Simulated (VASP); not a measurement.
# AlP (F-43m) in VASP: settings compared

AlP is run at these levels: PBE, r2SCAN; tasks: single point.

All numbers are computed with VASP 6.6.1; they aren't measurements. Logs are shortened: lines on timing, memory, paths and dates and some standing lists are left out, and cuts for length are marked.

**Measured values to compare with.**

A printed reference work, data compilation reports, for a bulk crystal of AlP at 4.2 K: band gap 2.505 eV (indirect).

The results are compared with them further down.

## Step 1: The cell of the first run

Symmetry: F-43m, No. 216, cubic system. Conventional cell: a = 5.507 Å, b = 5.507 Å, c = 5.507 Å, α = 90.00°, β = 90.00°, γ = 90.00°. Within 3.1 Å of Al (site symmetry -43m) lie 4 P at 2.38 Å. Within 3.1 Å of P (site symmetry -43m) lie 4 Al at 2.38 Å.

## Step 2: Single point, PBE

INCAR

```
ALGO = Normal
EDIFF = 1E-6
ENCUT = 500
GGA = PE
GGA_COMPAT = F
ISIF = 2
ISMEAR = -1
LASPH = T
LCHARG = F
LREAL = F
LWAVE = F
NBANDS = 11
NELM = 120
PREC = Accurate
SIGMA = 0.02
```

KPOINTS

```
k-points
0
Gamma
  8 8 8
```

POSCAR

```
AlP
1.0
    0.0000000000      2.7534005604      2.7534005604
    2.7534005604      0.0000000000      2.7534005604
    2.7534005604      2.7534005604      0.0000000000
Al P
1 1
Direct
    0.0000000000      0.0000000000      0.0000000000
    0.2500000000      0.2500000000      0.2500000000
```

Potentials or basis: VASP PAW PBE potentials, release 64 (Al, P).

Command:

```console
> cat potpaw_PBE.64/Al/POTCAR potpaw_PBE.64/P/POTCAR > POTCAR
> mpirun -np 1 vasp_std > vasp.out
```

OUTCAR:

```text
EDIFF = 1E-6
   ENCUT = 500
   GGA = PE
   ISIF = 2
   ISMEAR = -1
   LASPH = T
   LREAL = F
   NELM = 120
   PREC = Accurate

 ion  position               nearest neighbor table
   1  0.000  0.000  0.000-   2 2.38   2 2.38   2 2.38   2 2.38
   2  0.250  0.250  0.250-   1 2.38   1 2.38   1 2.38   1 2.38

  LATTYP: Found a face centered cubic cell.
 ALAT       =     5.5068011208

  Lattice vectors:

 A1 = (   0.0000000000,   2.7534005604,   2.7534005604)
 A2 = (   2.7534005604,   0.0000000000,   2.7534005604)
 A3 = (   2.7534005604,   2.7534005604,   0.0000000000)

Analysis of symmetry for initial positions (statically):
=====================================================================
 Subroutine PRICEL returns:
 Original cell was already a primitive cell.

 Routine SETGRP: Setting up the symmetry group for a
 face centered cubic supercell.

 Subroutine GETGRP returns: Found 24 space group operations
 (whereof 24 operations were pure point group operations)
 out of a pool of 48 trial point group operations.

The static configuration has the point symmetry T_d .

Analysis of symmetry for dynamics (positions and initial velocities):
=====================================================================
 Subroutine PRICEL returns:
 Original cell was already a primitive cell.

 Routine SETGRP: Setting up the symmetry group for a
 face centered cubic supercell.

 Subroutine GETGRP returns: Found 24 space group operations
 (whereof 24 operations were pure point group operations)
 out of a pool of 48 trial point group operations.

The dynamic configuration has the point symmetry T_d .

 Subroutine INISYM returns: Found 24 space group operations
 (whereof 24 operations are pure point group operations),
 and found     1 'primitive' translations

----------------------------------------------------------------------------------------

                                     Primitive cell

  volume of cell :      41.7482

  direct lattice vectors                    reciprocal lattice vectors
     0.000000000  2.753400560  2.753400560    -0.181593629  0.181593629  0.181593629
     2.753400560  0.000000000  2.753400560     0.181593629 -0.181593629  0.181593629
     2.753400560  2.753400560  0.000000000     0.181593629  0.181593629 -0.181593629

  length of vectors
     3.893896415  3.893896415  3.893896415     0.314529392  0.314529392  0.314529392

  position of ions in fractional coordinates (direct lattice)
     0.000000000  0.000000000  0.000000000
     0.250000000  0.250000000  0.250000000

  ion indices of the primitive-cell ions
   primitive index   ion index
                 1           1
                 2           2

----------------------------------------------------------------------------------------

 KPOINTS: k-points

Automatic generation of k-mesh.
 Grid dimensions read from file:
 generate k-points for:    8    8    8

 Generating k-lattice:

  Cartesian coordinates                     Fractional coordinates (reciprocal lattice)
    -0.022699204  0.022699204  0.022699204     0.125000000  0.000000000  0.000000000
     0.022699204 -0.022699204  0.022699204     0.000000000  0.125000000  0.000000000
     0.022699204  0.022699204 -0.022699204     0.000000000  0.000000000  0.125000000

  Length of vectors
     0.039316174  0.039316174  0.039316174

  Shift w.r.t. Gamma in fractional coordinates (k-lattice)
     0.000000000  0.000000000  0.000000000

 Subroutine IBZKPT returns following result:
 ===========================================

 Found     29 irreducible k-points:

 Following reciprocal coordinates:
            Coordinates               Weight
  0.000000  0.000000  0.000000      1.000000
  0.125000  0.000000  0.000000      8.000000
  0.250000  0.000000  0.000000      8.000000
  0.375000  0.000000  0.000000      8.000000
  0.500000  0.000000  0.000000      4.000000
  0.125000  0.125000  0.000000      6.000000
[... 16 lines left out ...]
  0.500000  0.250000  0.125000     48.000000
 -0.375000  0.250000  0.125000     24.000000
 [... further k-points ...]
   k-points           NKPTS =     29   k-points in BZ     NKDIM =     29   number of bands    NBANDS=     11
   number of dos      NEDOS =    301   number of ions     NIONS =      2
   total plane-waves  NPLWV =  21952
   dimension x,y,z NGX =    28 NGY =   28 NGZ =   28
   dimension x,y,z NGXF=    56 NGYF=   56 NGZF=   56
   ions per type =               1   1
   NGX,Y,Z   is equivalent  to a cutoff of  11.95, 11.95, 11.95 a.u.
   NGXF,Y,Z  is equivalent  to a cutoff of  23.91, 23.91, 23.91 a.u.
 SYSTEM =  unknown system
   PREC   = accura    normal or accurate (medium, high low for compatibility)
   ISTART =      0    job   : 0-new  1-cont  2-samecut
   ICHARG =      2    charge: 1-file 2-atom 10-const
   ISPIN  =      1    spin polarized calculation?
   LNONCOLLINEAR =      F non collinear calculations
   LSORBIT =      F    spin-orbit coupling
   LASPH  =      T    aspherical Exc in radial PAW
   ENCUT  =  500.0 eV  36.75 Ry    6.06 a.u.   7.10  7.10  7.10*2*pi/ulx,y,z
   NELM   =    120;   NELMIN=  2; NELMDL= -5     # of ELM steps
   EDIFF  = 0.1E-05   stopping-criterion for ELM
   LREAL  =      F    real-space projection
   EDIFFG = 0.1E-04   stopping-criterion for IOM
   NSW    =      0    number of steps for IOM
   IBRION =     -1    ionic relax: 0-MD 1-quasi-New 2-CG
   NFREE  =      0    steps in history (QN), initial steepest desc. (CG)
   ISIF   =      2    stress and relaxation
   ISYM   =      2    0-nonsym 1-usesym 2-fastsym
   POTIM  = 0.5000    time-step for ionic-motion
   TEBEG  =    0.0;   TEEND  =   0.0 temperature during run
   PSTRESS=    0.0 pullay stress
   NELECT =       8.0000    total number of electrons
   NUPDOWN=      -1.0000    fix difference up-down
   EMIN   =  10.00;   EMAX   =-10.00  energy-range for DOS
   EFERMI =   0.00;   METHOD = LEGACY
   ISMEAR =    -1;   SIGMA  =   0.02  broadening in eV -4-tet -1-fermi 0-gaus
   EFERMI_NEDOS =   21; number of points for ismear=-14 and -15
   IALGO  =     38    algorithm
   IMIX   =      4    mixing-type and parameters
     AMIX     =   0.40;   BMIX     =  1.00
     AMIX_MAG =   1.60;   BMIX_MAG =  1.00
  volume/ion in A,a.u.               =      20.87       140.87
  Fermi-wavevector in a.u.,A,eV,Ry     =   0.943826  1.783573 12.120181  0.890808
  Thomas-Fermi vector in A             =   2.071572
   LORBIT       =      0    0 simple, 1 ext, 2 COOP (PROOUT), +10 PAW based schemes
   GGA     = PE    functional components
   LHFCALC =     F    Hartree Fock is set to
   AEXX    =    0.0000 exact exchange contribution
   IVDW    =     0    specifies the selected vdW correction
   LEPSILON=     F    determine dielectric tensor
   LRPA    =     F    only Hartree local field effects (RPA)
 non-spin polarized calculation
  energy-cutoff  :      500.00
  volume of cell :       41.75
 maximum number of plane-waves:      1068
   NGX = 15   NGY = 15   NGZ = 15

 number of electron       8.0000001 magnetization

 Free energy of the ion-electron system (eV)
  ---------------------------------------------------
  ext. energy  EPLUGINS =         0.00000000
  ---------------------------------------------------
  free energy    TOTEN  =       -10.37677459 eV

  energy without entropy =      -10.37677459  energy(sigma->0) =      -10.37677459

 E-fermi :   4.7427     XC(G=0):  -9.1097

 val. band max:        4.3486310452   @ k =   0.0000   0.0000   0.0000
 cond. band min:       5.9776772876   @ k =   0.5000   0.5000   0.0000
 fundamental gap:      1.6290462425
 Fermi energy:         4.7427343316

 k-point     1 :       0.0000    0.0000    0.0000
  band No.  band energies     occupation
      1      -7.0117      2.00000
      2       4.3486      2.00000
      3       4.3486      2.00000
      4       4.3486      2.00000
      5       7.4362      0.00000
      6       8.8742      0.00000
      7       8.8742      0.00000
      8       8.8742      0.00000
      9      13.1541      0.00000
     10      13.1541      0.00000
     11      14.4623      0.00000

 k-point     2 :       0.1250    0.0000    0.0000
  band No.  band energies     occupation
      1      -6.8444      2.00000
      2       3.1334      2.00000
      3       4.2040      2.00000
      4       4.2040      2.00000
      5       7.9088      0.00000
      6       9.1509      0.00000
      7       9.1509      0.00000
      8       9.3392      0.00000
      9      12.6753      0.00000
     10      12.6753      0.00000
     11      15.1133      0.00000

 k-point     3 :       0.2500    0.0000    0.0000
  band No.  band energies     occupation
      1      -6.3746      2.00000
      2       1.2208      2.00000
      3       3.9158      2.00000
      4       3.9158      2.00000
      5       7.5725      0.00000
      6       9.4610      0.00000
      7       9.4610      0.00000
      8      11.1212      0.00000
      9      12.6455      0.00000
     10      12.6455      0.00000
     11      14.6239      0.00000

 k-point     4 :       0.3750    0.0000    0.0000
  band No.  band energies     occupation
      1      -5.7472      2.00000
      2      -0.3785      2.00000
      3       3.6844      2.00000
      4       3.6844      2.00000
      5       7.2026      0.00000
      6       9.2947      0.00000
      7       9.2947      0.00000
      8      12.4104      0.00000
      9      13.9979      0.00000
     10      13.9979      0.00000
     11      14.8204      0.00000
[... 239 lines left out ...]
 k-point    22 :       0.3750    0.2500    0.1250
  band No.  band energies     occupation
      1      -5.9775      2.00000
      2       0.8881      2.00000
      3       2.5050      2.00000
      4       3.4565      2.00000
      5       8.1796      0.00000
      6       9.0838      0.00000
      7       9.7680      0.00000
      8      11.0764      0.00000
      9      12.6055      0.00000
     10      15.0200      0.00000
     11      17.0814      0.00000

 k-point    23 :       0.5000    0.2500    0.1250
  band No.  band energies     occupation
      1      -5.4044      2.00000
      2      -0.1890      2.00000
      3       1.9484      2.00000
      4       3.0859      2.00000
      5       8.2742      0.00000
      6       9.0973      0.00000
      7      10.3194      0.00000
      8      11.3819      0.00000
      9      13.7173      0.00000
     10      15.5469      0.00000
     11      17.0427      0.00000

 k-point    24 :      -0.3750    0.2500    0.1250
  band No.  band energies     occupation
      1      -5.0938      2.00000
      2      -0.7259      2.00000
      3       1.8132      2.00000
      4       2.9051      2.00000
      5       8.2681      0.00000
      6       8.8458      0.00000
      7      11.1549      0.00000
      8      11.9699      0.00000
      9      13.2337      0.00000
     10      15.7046      0.00000
     11      16.9109      0.00000

 [... further k-points ...]

------------------------ aborting loop because EDIFF is reached ----------------------------------------

  FORCE on cell =-STRESS in cart. coord.  units (eV):
  Direction    XX          YY          ZZ          XY          YZ          ZX
  --------------------------------------------------------------------------------------
  -------------------------------------------------------------------------------------
  Total       -0.0125194     -0.0125194     -0.0125194      0.0000000      0.0000000      0.0000000
  in kB       -0.4804570     -0.4804570     -0.4804570      0.0000000      0.0000000      0.0000000
  external PRESSURE =      -0.4804570 kB  Pullay stress =       0.0000000 kB

 VOLUME and BASIS-vectors are now :
 -----------------------------------------------------------------------------
  energy-cutoff  :      500.00
  volume of cell :       41.75
      direct lattice vectors                 reciprocal lattice vectors
     0.000000000  2.753400560  2.753400560    -0.181593629  0.181593629  0.181593629
     2.753400560  0.000000000  2.753400560     0.181593629 -0.181593629  0.181593629
     2.753400560  2.753400560  0.000000000     0.181593629  0.181593629 -0.181593629

 POSITION                                       TOTAL-FORCE (eV/Angst)
 -----------------------------------------------------------------------------------
      0.00000      0.00000      0.00000        -0.000000     -0.000000     -0.000000
      1.37670      1.37670      1.37670         0.000000      0.000000      0.000000
 -----------------------------------------------------------------------------------
    total drift:                               -0.000000     -0.000000     -0.000000

  FREE ENERGIE OF THE ION-ELECTRON SYSTEM (eV)
  ---------------------------------------------------
  free  energy   TOTEN  =       -10.3767745904 eV

  energy  without entropy=      -10.3767745904  energy(sigma->0) =      -10.37677459
```

It took 7.2 s on 1 thread of Intel Xeon 6975P-C, shared host; peak memory 0.15 GiB.

Results:

```
Free energy            : -10.3768 eV
Pressure               : 0.0 GPa
Band gap on the k mesh : 1.63 eV, indirect (least direct gap 3.09 eV)
```

## Step 3: Single point, r2SCAN

This run uses another cell than the first one, of 20.55 Å³/atom, 0.985 times its volume.

POSCAR

```
AlP
1.0
    0.0000000000      2.7392607961      2.7392607961
    2.7392607961      0.0000000000      2.7392607961
    2.7392607961      2.7392607961      0.0000000000
Al P
1 1
Direct
    0.0000000000      0.0000000000      0.0000000000
    0.2500000000      0.2500000000      0.2500000000
```

INCAR.step1

```
SYSTEM = AlP
ALGO = Normal
EDIFF = 1E-5
ENCUT = 550
GGA = PE
GGA_COMPAT = .False.
ISMEAR = -1
LASPH = .True.
LCHARG = .False.
LREAL = .False.
LWAVE = .True.
NBANDS = 11
NELM = 120
PREC = Accurate
SIGMA = 0.02
```

INCAR.step2

```
SYSTEM = AlP
ALGO = Normal
EDIFF = 1E-6
ENCUT = 550
GGA_COMPAT = .False.
ISIF = 2
ISMEAR = -1
ISTART = 1
LASPH = .True.
LCHARG = .False.
LMIXTAU = .True.
LREAL = .False.
LWAVE = .False.
METAGGA = R2SCAN
NBANDS = 11
NELM = 120
PREC = Accurate
SIGMA = 0.02
```

KPOINTS

```
k-points
0
Gamma
  8 8 8
  0 0 0
```

Potentials or basis: VASP PAW PBE potentials, release 64 (Al, P).

Command:

```console
> cat potpaw_PBE.64/Al/POTCAR potpaw_PBE.64/P/POTCAR > POTCAR
> cp INCAR.step1 INCAR
> mpirun -np 1 vasp_std > vasp.out
> cp INCAR.step2 INCAR
> mpirun -np 1 vasp_std > vasp.out
```

It took 46 s on 1 thread of Intel Xeon 6975P-C, shared host; peak memory 0.17 GiB.

The run converged. Its results:

```
Free energy            : -17.2095 eV
Pressure               : -0.3 GPa
Band gap on the k mesh : 1.93 eV, indirect (least direct gap 3.91 eV)
```

Levels at points of the mesh, in eV from the valence-band top:
```tsv
k point	band 1	band 2	band 3	band 4	band 5	band 6	band 7	band 8
(0.00, 0.00, 0.00)	-11.93	0.00	0.00	0.00	3.91	4.96	4.96	4.96
(0.50, 0.00, 0.00)	-10.21	-5.63	-0.79	-0.79	3.29	5.22	5.22	8.92
(0.50, 0.50, 0.00)	-9.53	-5.40	-2.16	-2.16	1.93	2.85	11.90	11.90
```

Caveat: the PAW data sets were made with another functional, which shifts forces and pressure a little.

## Step 4: Comparison with measurements

Step 2. Measured gap of AlP: 2.505 eV (indirect; 4.2 K; a printed reference work, data compilation). This calculation gives 1.63 eV (-0.88 eV). The value is that of PBE on a finite k mesh, which can miss the band edges, without temperature or zero-point motion. Semilocal functionals fall short of measured gaps as a rule.

Step 3. A measured gap of AlP is 2.505 eV (indirect; 4.2 K; a printed reference work, data compilation); the calculated 1.93 eV misses it by -0.58 eV. The value is that of r2SCAN on a finite k mesh, which can miss the band edges, without temperature or zero-point motion.
